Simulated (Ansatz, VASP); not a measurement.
## TiSi2: the Hubbard U on Ti d in 2 programs

The cell as given:

```
Ti Si
1.0
     0.00000    4.11752    4.26290
     2.38951    0.00000    4.26290
     2.38951    4.11752    0.00000
Ti Si
2 4
Direct
  0.75000 0.75000 0.75000
  0.50000 0.50000 0.50000
  0.41257 0.08743 0.41257
  0.08743 0.41257 0.08743
  0.16257 0.83743 0.16257
  0.83743 0.16257 0.83743
```

The cell is a database's computed one, not the measured one.

Kept alike: task relaxation of cell and atoms; functional PBEsol; k mesh 5 × 5 × 5; occupations fermi-dirac, width 0.05 eV; no spin polarisation. The mesh is that of the run's cell of 6 atoms. No spin-orbit coupling.

- A: Ansatz, Ansatz PAW, made for PBE, cutoff 420 eV
- B: VASP, PBE PAW files Si, Ti_sv, 600 eV, made for PBE

```csv
Hubbard U on Ti d (eV),A: volume (Å³/atom),B: volume (Å³/atom)
2,13.931,14.025
3,14.021,14.149
4,14.116,14.270
5,14.230,14.398
6,14.386,14.530
8,15.503,14.787
```

U acts on projectors that differ between programs, so one value of U isn't one strength. Values on potentials made for another functional: all of A; all of B. Values hold for each row's relaxed cell, which stops near the pressure aimed at (zero). Ansatz's stress holds its Pulay term. For a metal such a mesh leaves the last digits unconverged.

**Question.** How large is the effect of the Hubbard U on Ti d, and do the programs agree on it?

**Answer.** From 2 to 8 eV the volume moves by +1.572 in A, +0.762 in B (Å³/atom). Row by row the programs differ by 0.094 to 0.716, and the shifts point the same way but differ by 52 % of the larger.
